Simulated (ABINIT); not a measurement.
# Ni (P6_3/mmc) in ABINIT: band structure with PBEsol

Aim: the band structure of Ni with PBEsol.

All numbers are computed with ABINIT 10.8.3 (patched build); they aren't measurements. Logs are shortened: lines on timing, memory, paths and dates and some standing lists are left out, and cuts for length are marked. The log counts tension as positive stress, the text compression.

## 1. The crystal as given

The structure is hexagonal, space group P6_3/mmc (No. 194). The conventional cell has a = 2.448 Å, b = 2.448 Å, c = 4.073 Å, α = 90.00°, β = 90.00°, γ = 120.00°. Ni (site symmetry -6m2) is surrounded by 12 Ni at 2.45 to 2.48 Å.

This isn't the form of Ni at room conditions, which is fcc.

## 2. Band structure, PBEsol, collinear spin, ferromagnetic start

run.abi

```
# Datasets: ground state, then fixed potential
ndtset 2

# Pseudopotentials
pp_dirpath "./"
pseudos "Ni.GGA_PBE-JTH.xml"

# Structure
acell 4.6260928237 4.6260928238 7.6964908656
rprim
     1.0000000000     0.0000000000     0.0000000000
    -0.5000000000     0.8660254038     0.0000000000
     0.0000000000     0.0000000000     1.0000000000
ntypat 1
znucl 28
natom 2
typat 1 1
xred
     0.6666666667     0.3333333333     0.7500000000
     0.3333333333     0.6666666667     0.2500000000

# Plane-wave basis
ecut 41.0
pawecutdg 63.0
pawxcdev 0

# Exchange and correlation
ixc -116133

# Bands and occupations
occopt 3
tsmear 0.00183747

# Spin
nsppol 2
spinat
     0.0000000000     0.0000000000     1.0000000000
     0.0000000000     0.0000000000     1.0000000000

# SCF cycle
nstep 100

# Output
iomode 3
prtwf 0
prteig 0
prtebands 0
prtden1 1

# Dataset 1
kptopt1 1
ngkpt1 8 8 5
nshiftk1 1
shiftk1 0.0 0.0 0.0
nband1 23
tolvrs1 1.0e-9

# Dataset 2: bands along G-M-K-G-A-L-H-A
iscf2 -2
getden2 1
nband2 29
nbdbuf2 4
tolwfr2 1.0e-11
kptopt2 -7
ndivsm2 6
prteig2 1
kptbounds2
     0.0000000000     0.0000000000     0.0000000000
     0.5000000000     0.0000000000     0.0000000000
     0.3333333333     0.3333333333     0.0000000000
     0.0000000000     0.0000000000     0.0000000000
     0.0000000000     0.0000000000     0.5000000000
     0.5000000000     0.0000000000     0.5000000000
     0.3333333333     0.3333333333     0.5000000000
     0.0000000000     0.0000000000     0.5000000000
```

Potentials or basis: JTH PAW PBE v2.0.

Command:

```console
$ abinit run.abi > log 2>&1
```

run.abo:

```text
.Version 10.8.3 of ABINIT
 DATASET    1 : space group P6_3/m m c (#194); Bravais hP (primitive hexag.)
================================================================================
 Values of the parameters that define the memory need for DATASET  1.
     intxc =       0    ionmov =       0      iscf =      17    lmnmax =      18
     lnmax =       6     mgfft =      48  mpssoang =       3    mqgrid =    3001
     natom =       2  nloc_mem =       2    nspden =       2   nspinor =       1
    nsppol =       2      nsym =      24    n1xccc =       1    ntypat =       1
    occopt =       3   xclevel =       2
       mpw =        1822          nfft =       43200          nkpt =          30
 PAW method is used; the additional fine FFT grid is defined by:
   mgfftf=        60    nfftf =     77760
================================================================================
================================================================================

 DATASET    2 : space group P6_3/m m c (#194); Bravais hP (primitive hexag.)
================================================================================
 Values of the parameters that define the memory need for DATASET  2.
     intxc =       0    ionmov =       0      iscf =      -2    lmnmax =      18
     lnmax =       6     mgfft =      48  mpssoang =       3    mqgrid =    3001
     natom =       2  nloc_mem =       2    nspden =       2   nspinor =       1
    nsppol =       2      nsym =      24    n1xccc =       1    ntypat =       1
    occopt =       3   xclevel =       2
       mpw =        1822          nfft =       43200          nkpt =          71
 PAW method is used; the additional fine FFT grid is defined by:
   mgfftf=        60    nfftf =     77760
================================================================================
================================================================================

--------------------------------------------------------------------------------
------------- Echo of variables that govern the present computation ------------
--------------------------------------------------------------------------------
 -outvars: echo values of preprocessed input variables --------
            acell      4.6260928237E+00  4.6260928238E+00  7.6964908656E+00 Bohr
              amu      5.86900000E+01
             ecut      4.10000000E+01 Hartree
           getden1          0
           getden2          1
             iscf1         17
             iscf2         -2
                       outvar_i_n : Printing only first  50 k-points.
              ixc     -116133
           jdtset        1    2
                       outvar_i_n : Printing only first  50 k-points.
           kptopt1          1
           kptopt2         -7
         kptrlatt        8    0    0      0    8    0      0    0    5
          kptrlen1     3.70087426E+01
          kptrlen2     3.00000000E+01
            natom           2
            nband1         23
            nband2         29
           nbdbuf1          0
           nbdbuf2          4
           ndtset           2
           ndivsm1          0
           ndivsm2          6
            ngfft          30      30      48
          ngfftdg          36      36      60
             nkpt1         30
             nkpt2         71
           nspden           2
           nsppol           2
            nstep         100
             nsym          24
           ntypat           1
           occopt           3
        pawecutdg      6.30000000E+01 Hartree
         pawxcdev           0
        prtebands           0
           prteig1          0
           prteig2          1
            prtwf           0
[... 1714 lines left out ...]
pressure_GPa: null
xred      :
- [  6.6667E-01,   3.3333E-01,   7.5000E-01, Ni]
- [  3.3333E-01,   6.6667E-01,   2.5000E-01, Ni]
cartesian_forces: null
force_length_stats: {min: null, max: null, mean: null, }
...

 Integrated electronic and magnetization densities in atomic spheres:
 ------------------------------------------------------------------------------------------------------------
 Radius=ratsph(iatom), smearing ratsm=  0.0000. Diff(up-dn)=approximate z local magnetic moment.
    Atom    Radius    up_density   dn_density  Total(up+dn)  Diff(up-dn)
    1 Ni   1.81432     8.276730     7.569192     15.845922     0.707537
    2 Ni   1.81432     8.276730     7.569192     15.845922     0.707537
 ------------------------------------------------------------------------------------------------------------
  Sum:                16.553460    15.138385     31.691845     1.415075
 Total magnetization (from the atomic spheres):                1.415075
 Total magnetization (exact up - dn):                          1.344448

================================================================================

 ----iterations are completed or convergence reached----

 Mean square residual over all n,k,spin=   39.027E-13; max=  99.955E-13
 reduced coordinates (array xred) for    2 atoms
       0.666666666667      0.333333333333      0.750000000000
       0.333333333333      0.666666666667      0.250000000000

 cartesian coordinates (angstrom) at end:
    1      1.22401144807277     0.70668333906906     3.05460567542669
    2     -0.00000000001764     1.41336667813813     1.01820189180890
 length scales=  4.626092823700  4.626092823800  7.696490865600 bohr
              =  2.448022896163  2.448022896216  4.072807567236 angstroms
 Eigenvalues (hartree) for nkpt=  71  k points, SPIN UP:
 kpt#   1, nband= 29, wtk=  1.00000, kpt=  0.0000  0.0000  0.0000 (reduced coord)
  -3.36664   -3.36532   -1.91875   -1.91223   -1.91223   -1.91107   -1.91107   -1.91019
   0.08915    0.24629    0.33850    0.34474    0.34474    0.35459    0.35459    0.37323
   0.37323    0.40798    0.40798    0.41031    0.63697    1.27454    1.35669    1.35669
   1.35689    1.38255    1.40483    1.40483    1.54036
 kpt#   2, nband= 29, wtk=  1.00000, kpt=  0.0417  0.0000  0.0000 (reduced coord)
  -3.36661   -3.36531   -1.91870   -1.91235   -1.91226   -1.91119   -1.91109   -1.91021
   0.09147    0.24779    0.33744    0.34553    0.34577    0.35400    0.35551    0.37205
   0.37259    0.38830    0.40822    0.43269    0.63738    1.25403    1.31186    1.32341
   1.35868    1.39683    1.44046    1.45685    1.53595
 kpt#   3, nband= 29, wtk=  1.00000, kpt=  0.0833  0.0000  0.0000 (reduced coord)
  -3.36655   -3.36527   -1.91855   -1.91271   -1.91238   -1.91157   -1.91116   -1.91026
   0.09837    0.25214    0.33463    0.34746    0.34882    0.35257    0.35825    0.36415
   0.37078    0.37513    0.40889    0.45836    0.63866    1.19242    1.27631    1.28239
   1.36289    1.41537    1.45809    1.49444    1.51612
 kpt#   4, nband= 29, wtk=  1.00000, kpt=  0.1250  0.0000  0.0000 (reduced coord)
  -3.36644   -3.36521   -1.91832   -1.91329   -1.91255   -1.91216   -1.91127   -1.91035
[... 323 lines left out ...]
 kpt#  69, nband= 29, wtk=  1.00000, kpt=  0.0513  0.0513  0.5000 (reduced coord)
  -3.36590   -3.36590   -1.91459   -1.91459   -1.91203   -1.91203   -1.91178   -1.91178
   0.18037    0.18037    0.32414    0.32414    0.34229    0.34229    0.34767    0.34767
   0.39638    0.39638    0.39985    0.39985    0.95975    0.95975    1.24322    1.24322
   1.31939    1.31939    1.39647    1.39647    1.53824
 kpt#  70, nband= 29, wtk=  1.00000, kpt=  0.0256  0.0256  0.5000 (reduced coord)
  -3.36596   -3.36596   -1.91451   -1.91451   -1.91175   -1.91175   -1.91168   -1.91168
   0.17351    0.17351    0.32662    0.32662    0.34340    0.34340    0.34471    0.34471
   0.39681    0.39681    0.39769    0.39769    0.95397    0.95397    1.28602    1.28602
   1.38453    1.38453    1.40395    1.40395    1.51851
 kpt#  71, nband= 29, wtk=  1.00000, kpt=  0.0000  0.0000  0.5000 (reduced coord)
  -3.36598   -3.36598   -1.91449   -1.91449   -1.91165   -1.91165   -1.91165   -1.91165
   0.17118    0.17118    0.32758    0.32758    0.34371    0.34371    0.34371    0.34371
   0.39696    0.39696    0.39696    0.39696    0.95203    0.95203    1.30104    1.30104
   1.42118    1.42118    1.42118    1.42118    1.49798
 Eigenvalues (hartree) for nkpt=  71  k points, SPIN DOWN:
 kpt#   1, nband= 29, wtk=  1.00000, kpt=  0.0000  0.0000  0.0000 (reduced coord)
  -3.33462   -3.33327   -1.88819   -1.88066   -1.88066   -1.87946   -1.87946   -1.87931
   0.08908    0.26172    0.36541    0.37113    0.37113    0.38170    0.38170    0.39948
   0.39948    0.40940    0.43584    0.43584    0.65380    1.27114    1.35447    1.36124
   1.36124    1.38074    1.40977    1.40977    1.54578
 kpt#   2, nband= 29, wtk=  1.00000, kpt=  0.0417  0.0000  0.0000 (reduced coord)
  -3.33460   -3.33325   -1.88814   -1.88078   -1.88070   -1.87959   -1.87948   -1.87933
   0.09140    0.26331    0.36404    0.37216    0.37220    0.38105    0.38266    0.39640
   0.39880    0.40034    0.43610    0.44943    0.65411    1.25283    1.31442    1.32804
   1.35625    1.39651    1.44526    1.46035    1.52943
 kpt#   3, nband= 29, wtk=  1.00000, kpt=  0.0833  0.0000  0.0000 (reduced coord)
  -3.33453   -3.33322   -1.88799   -1.88116   -1.88081   -1.87998   -1.87955   -1.87938
   0.09832    0.26794    0.36071    0.37439    0.37538    0.37945    0.37989    0.38552
   0.39686    0.39776    0.43682    0.47296    0.65507    1.19492    1.28088    1.28324
   1.36049    1.41468    1.45711    1.49908    1.52037
 kpt#   4, nband= 29, wtk=  1.00000, kpt=  0.1250  0.0000  0.0000 (reduced coord)
  -3.33442   -3.33316   -1.88774   -1.88176   -1.88100   -1.88059   -1.87966   -1.87947
[... 324 lines left out ...]
  -3.33387   -3.33387   -1.88384   -1.88384   -1.88049   -1.88049   -1.88020   -1.88020
   0.18142    0.18142    0.34770    0.34770    0.36809    0.36809    0.37394    0.37394
   0.42408    0.42408    0.42726    0.42726    0.96649    0.96649    1.24352    1.24352
   1.32333    1.32333    1.39833    1.39833    1.54210
 kpt#  70, nband= 29, wtk=  1.00000, kpt=  0.0256  0.0256  0.5000 (reduced coord)
  -3.33393   -3.33393   -1.88379   -1.88379   -1.88017   -1.88017   -1.88009   -1.88009
   0.17449    0.17449    0.34998    0.34998    0.36946    0.36946    0.37091    0.37091
   0.42451    0.42451    0.42531    0.42531    0.96081    0.96081    1.28379    1.28379
   1.38803    1.38803    1.40691    1.40691    1.52311
 kpt#  71, nband= 29, wtk=  1.00000, kpt=  0.0000  0.0000  0.5000 (reduced coord)
  -3.33395   -3.33395   -1.88377   -1.88377   -1.88006   -1.88006   -1.88006   -1.88006
   0.17215    0.17215    0.35083    0.35083    0.36988    0.36988    0.36988    0.36988
   0.42466    0.42466    0.42466    0.42466    0.95890    0.95890    1.29764    1.29764
   1.42403    1.42403    1.42403    1.42403    1.50324

== END DATASET(S) ==============================================================
================================================================================

 -outvars: echo values of variables after computation  --------
            acell      4.6260928237E+00  4.6260928238E+00  7.6964908656E+00 Bohr
           etotal1    -3.4153552691E+02
            fcart1    -7.5667283894E-28 -3.0244518502E-28 -0.0000000000E+00
                       7.5667283894E-28  3.0244518502E-28 -0.0000000000E+00
            rprim      1.0000000000E+00  0.0000000000E+00  0.0000000000E+00
                      -5.0000000000E-01  8.6602540380E-01  0.0000000000E+00
                       0.0000000000E+00  0.0000000000E+00  1.0000000000E+00
           strten1     2.3266262089E-05  2.3266255926E-05  1.6084120738E-04
                       0.0000000000E+00  0.0000000000E+00  9.7154644298E-13
           xangst      1.2240114481E+00  7.0668333907E-01  3.0546056754E+00
                      -1.7639245558E-11  1.4133666781E+00  1.0182018918E+00
             xred      6.6666666667E-01  3.3333333333E-01  7.5000000000E-01
                       3.3333333333E-01  6.6666666667E-01  2.5000000000E-01
 Calculation completed.
```

It took 3.9 min on 1 thread of Arm Neoverse V1, shared host; peak memory 0.21 GiB.

What came out:

```yaml
Free_energy: -9293.6551 eV
Pressure: -2.0 GPa
Band_gap_on_the_k_mesh: none (metal or under the smearing width)
Net_moment: 1.34 μB per cell
Site_moments: Ni +0.71 μB
Valence_electrons_inside_the_program's_atomic_spheres: Ni 15.85 (radii [0.9601] Å)
```

Levels at the corners of the path, in eV from the Fermi level:
Spin up:
| point | band 15 | band 16 | band 17 | band 18 | band 19 | band 20 | band 21 | band 22 | band 23 | band 24 |
| --- | --- | --- | --- | --- | --- | --- | --- | --- | --- | --- |
| Γ | -2.20 | -1.69 | -1.69 | -0.75 | -0.75 | -0.68 | 5.49 | 22.83 | 25.07 | 25.07 |
| M | -2.19 | -0.61 | -0.58 | -0.49 | 1.15 | 3.09 | 9.30 | 9.83 | 12.41 | 13.37 |
| K | -1.93 | -0.95 | -0.95 | -0.83 | 4.43 | 5.16 | 5.16 | 12.02 | 12.77 | 12.77 |
| Γ | -2.20 | -1.69 | -1.69 | -0.75 | -0.75 | -0.68 | 5.49 | 22.83 | 25.07 | 25.07 |
| A | -2.49 | -2.49 | -1.05 | -1.05 | -1.05 | -1.05 | 14.06 | 14.06 | 23.56 | 23.56 |
| L | -1.06 | -1.06 | -0.54 | -0.54 | 1.37 | 1.37 | 6.91 | 6.91 | 18.55 | 18.55 |
| H | -1.82 | -1.82 | -0.73 | -0.73 | 5.58 | 5.58 | 7.14 | 7.14 | 9.20 | 9.20 |
| A | -2.49 | -2.49 | -1.05 | -1.05 | -1.05 | -1.05 | 14.06 | 14.06 | 23.56 | 23.56 |
Spin down:
```csv
point,band 15,band 16,band 17,band 18,band 19,band 20,band 21,band 22
Γ,-1.46,-0.98,-0.98,-0.71,0.01,0.01,5.94,22.74
M,-1.49,0.19,0.21,0.34,1.68,3.51,9.45,9.98
K,-1.23,-0.13,-0.13,-0.08,4.76,5.47,5.47,12.18
Γ,-1.46,-0.98,-0.98,-0.71,0.01,0.01,5.94,22.74
A,-1.78,-1.78,-0.29,-0.29,-0.29,-0.29,14.25,14.25
L,-0.43,-0.43,0.29,0.29,1.57,1.57,7.28,7.28
H,-1.10,-1.10,0.08,0.08,5.83,5.83,7.43,7.43
A,-1.78,-1.78,-0.29,-0.29,-0.29,-0.29,14.25,14.25
```

Caveat: the k mesh is coarse (spacing up to 0.37 Å⁻¹), so the values aren't converged; the PAW data sets were made with another functional, which shifts forces and pressure a little.
